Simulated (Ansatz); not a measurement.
# Phonons of ZnF2

Method: PBEsol, scalar-relativistic; no spin polarisation; PAW, 420 eV, Gaussian smearing of 0.05 eV; code Ansatz. The datasets are Ansatz's generated set soft_2.

```cif
data_structure
_symmetry_space_group_name_H-M 'P 1'
_symmetry_Int_Tables_number 1
_cell_length_a 4.7178
_cell_length_b 4.7178
_cell_length_c 3.1284
_cell_angle_alpha 90.000
_cell_angle_beta 90.000
_cell_angle_gamma 90.000
_cell_volume 69.63
loop_
_atom_site_label
_atom_site_type_symbol
_atom_site_fract_x
_atom_site_fract_y
_atom_site_fract_z
_atom_site_occupancy
Zn1 Zn 0.00000 0.00000 0.00000 1
Zn2 Zn 0.50000 0.50000 0.50000 1
F1 F 0.30386 0.30386 0.00000 1
F2 F 0.19614 0.80386 0.50000 1
F3 F 0.69614 0.69614 0.00000 1
F4 F 0.80386 0.19614 0.50000 1
```

The chain of runs began from a measured cell (COD), expanded in volume.

Force constants come from finite displacements in a 2×2×2 supercell (the unit cell's 6×6×8 k-mesh, folded to it); the long-range dipole term is included. Points in reciprocal vectors of this cell: Γ = (0.000, 0.000, 0.000), X = (0.000, 0.500, 0.000), M = (0.500, 0.500, 0.000), Z = (0.000, 0.000, 0.500), R = (0.000, 0.500, 0.500), A = (0.500, 0.500, 0.500).

Frequencies at the named points (cm⁻¹, imaginary ones negative):
```
point                                                                 ω (cm⁻¹)
    Γ         0 0 0 63 115 161 218 238 239 239 239 249 292 329 352 373 488 504
    X    83 83 107 107 160 160 177 177 236 236 238 238 326 326 350 350 498 498
    M      65 65 90 90 157 157 170 170 241 241 275 275 322 322 373 373 467 467
    Z  105 105 156 156 168 168 170 170 249 249 334 334 341 341 356 356 452 452
    R    96 96 132 132 158 158 162 162 256 256 274 274 341 341 415 415 442 442
    A    75 75 150 150 168 168 173 173 242 242 303 303 340 340 348 348 467 467
```

Question: Is the structure dynamically stable along this path, and where does the spectrum end?

Answer: Yes: no branch is imaginary beyond numerical noise. The highest frequency is 505 cm⁻¹, between M and Γ. Points that don't fit the supercell are interpolated. At Γ the polar modes depend on the direction of approach; the table gives the limit along the path's first leg.

Question: What does the harmonic approximation give for the vibrational free energy, entropy and heat capacity?

Answer: Zero-point energy 46.0 meV/atom.
| T (K) | F_vib (meV/atom) | S (J/K per mole of atoms) | C_V (J/K per mole of atoms) |
| --- | --- | --- | --- |
| 100 | 43.5 | 7.0 | 11.2 |
| 200 | 30.7 | 17.5 | 18.9 |
| 300 | 8.0 | 25.8 | 21.8 |
| 400 | -22.2 | 32.3 | 23.1 |
| 500 | -58.4 | 37.5 | 23.7 |
| 600 | -99.6 | 41.9 | 24.1 |
| 700 | -145.0 | 45.6 | 24.3 |
| 800 | -194.0 | 48.8 | 24.4 |
| 900 | -246.1 | 51.7 | 24.5 |
| 1000 | -301.1 | 54.3 | 24.6 |

The highest mode, 505 cm⁻¹, is worth 730 K. At 300 K the heat capacity has reached 87 % of the classical limit 3R = 24.9 J/K per mole of atoms, since the stiffer modes are still partly frozen out.

Run time: 11 min on 4 threads of Arm Neoverse N1, with other jobs on the host, peak memory 4 GiB.

